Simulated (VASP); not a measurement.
```
AlSb
1.0
    0.00000     3.07000     3.07000
    3.07000     0.00000     3.07000
    3.07000     3.07000     0.00000
Al Sb
1 1
Direct
  0.00000   0.00000   0.00000
  0.25000   0.25000   0.25000
```

Level of theory: optB88-vdW, VASP's PBE PAW potentials (set 64) (plane waves; VASP 6.6.1). Numerical set-up: 520 eV cut-off, 7×7×7 Γ-centred mesh, Gaussian smearing of 0.050 eV, potentials Al Sb.

Energy and stress use the plane-wave basis of the starting cell.

Problem. The ions, cell shape and volume are relaxed. What does this cell relax into?

Solution. 
```
AlSb
1.0
    0.00000     3.11080     3.11080
    3.11080     0.00000     3.11080
    3.11080     3.11080     0.00000
Al Sb
1 1
Direct
  0.00000   0.00000   0.00000
  0.25000   0.25000   0.25000
```
Space group F-43m (216), at a tolerance of 0.03 Å.

Problem. How do energy and volume change from the first to the last step?

Solution. The energy (σ→0) changes by -7.7 meV/atom and the volume by +4.0 %, in 3 ionic steps.

| step | E(σ→0) (eV) | max force (eV/Å) | pressure (GPa) | volume (Å³) |
|---|---|---|---|---|
| 1 | -4.8676 | 0.000 | 2.19 | 57.87 |
| 2 | -4.8803 | 0.000 | -0.82 | 61.24 |
| 3 | -4.8829 | 0.000 | 0.00 | 60.21 |

The compound is AlSb in the zinc blende structure. This run relaxes it. Symmetry was kept, so distortions that lower it aren't found.
